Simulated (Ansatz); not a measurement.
AlN:

```
Al N
1.0
     0.00000    2.18399    2.18399
     2.18399    0.00000    2.18399
     2.18399    2.18399    0.00000
Al N
1 1
Direct
  0.00000 0.00000 0.00000
  0.25000 0.25000 0.25000
```

Measurements of this composition are mostly on another form, of space group No. 186.

Base run:

| Item | Value |
| --- | --- |
| Program | Ansatz 0.2.0 |
| Functional | PBE |
| Potentials or basis | Ansatz PAW |
| Cutoff | 420 eV (not typed: the program's choice for these potentials) |
| k mesh | 10 × 10 × 10 |
| Occupations | fermi-dirac, width 0.05 eV |
| Spin | no spin polarisation |

Its results: band gap on the k mesh 3.33 eV, indirect (least direct gap 4.19 eV); pressure 4.9 GPa.

Question: The run is repeated on the same cell with these changes: functional from PBE to revPBE. What comes out?

Answer: Band gap on the k mesh 3.35 eV, indirect (least direct gap 4.20 eV); pressure 7.7 GPa.

revPBE binds less tightly than PBE, so the same cell stands under more pressure.

Caveats: the PAW data sets come from PBE, with cores solved anew for the run's functional, which leaves a small shift of forces and pressure (some runs).
